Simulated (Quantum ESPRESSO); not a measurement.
P:

```
CELL_PARAMETERS angstrom
1.64774 -5.46504 0.00000
1.64774 5.46504 0.00000
0.00000 0.00000 4.54364
ATOMIC_POSITIONS crystal
P 0.90414 0.09586 0.58882
P 0.09586 0.90414 0.41118
P 0.59586 0.40414 0.08882
P 0.40414 0.59586 0.91118
```

- Program: Quantum ESPRESSO 7.5
- Task: Wannier functions
- Functional: PBEsol
- Potentials or basis: PseudoDojo 0.4.1 SR PBEsol standard
- Cutoff: 599 eV
- Density cutoff: 2395 eV
- k mesh: 6 × 6 × 4
- Occupations: fermi-dirac, width 0.05 eV
- Spin: no spin polarisation
- Mixing beta: 0.5
- Most SCF iterations: 120
- SCF threshold: 8e-10 Ry
- k mesh for the Wannier functions: 5 × 5 × 4
- Projections: P sp

Start: atomic projections with disentanglement, frozen window up to 2.0 eV over the reference level. The reference level is the Fermi level, or the middle of the gap.

Problem. With atomic projections with disentanglement, how many functions result, how localised are they, and how well do they interpolate the bands?

Solution. 16 functions with spreads from 1.47 to 1.61 Å², 24.6 Å² in all; they miss the direct bands by 34 meV (root mean square).

Wannier functions:
```csv
function,nearest atom,distance (Å),spread (Å²),on-site energy from the reference level (eV)
1,1 P,0.67,1.47,-2.93
2,1 P,0.58,1.61,-3.83
3,1 P,0.67,1.47,-2.93
4,1 P,0.61,1.60,-2.91
5,2 P,0.67,1.47,-2.93
6,2 P,0.58,1.61,-3.83
7,2 P,0.67,1.47,-2.93
8,2 P,0.61,1.60,-2.91
9,3 P,0.67,1.47,-2.93
10,3 P,0.58,1.61,-3.83
11,3 P,0.67,1.47,-2.94
12,3 P,0.61,1.60,-2.91
13,4 P,0.67,1.47,-2.93
14,4 P,0.58,1.61,-3.83
15,4 P,0.67,1.47,-2.94
16,4 P,0.61,1.60,-2.91
```

Parts of the spread (Å²): invariant 20.91, diagonal 0.075, off-diagonal 3.66, total 24.65. Against the direct bands the interpolation misses by 34 meV (root mean square) and 261 meV at most, for states up to 1 eV over the reference level.

Caveat: the k mesh is coarse.
